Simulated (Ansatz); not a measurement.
The system is HfO2.

```
Hf O
1.0
     0.00000    2.55750    2.55750
     2.55750    0.00000    2.55750
     2.55750    2.55750    0.00000
Hf O
1 2
Direct
  0.00000 0.00000 0.00000
  0.75000 0.75000 0.75000
  0.25000 0.25000 0.25000
```

Measurements of this composition are mostly on another form, of space group No. 14.

Base run:

```yaml
Program: Ansatz 0.2.0
Functional: PBEsol
Potentials_or_basis: all-electron LAPW, scalar-relativistic
Cutoff: 343 eV (chosen from the basis error)
Basis_error_allowed: 0.002 eV/atom
k_mesh: 9 × 9 × 9
Occupations: fermi-dirac, width 0.05 eV
Spin: no spin polarisation
Hubbard_terms: Hf d U = 8 eV
```

Its results: band gap on the k mesh 4.96 eV, indirect (least direct gap 5.37 eV); pressure 2.6 GPa.

Question: The run is repeated on the same cell with these changes: hubbard terms from Hf d U = 8 eV to Hf d U = 2 eV. What comes out?

Answer: Band gap on the k mesh 4.02 eV, indirect (least direct gap 4.14 eV); pressure -7.4 GPa.

Caveats: U is the effective U less J, on atomic orbitals that reach past the spheres; spin-orbit coupling is left out, which moves the levels of the heavy elements; an odd mesh through Γ misses points on the zone boundary, where band edges often lie.
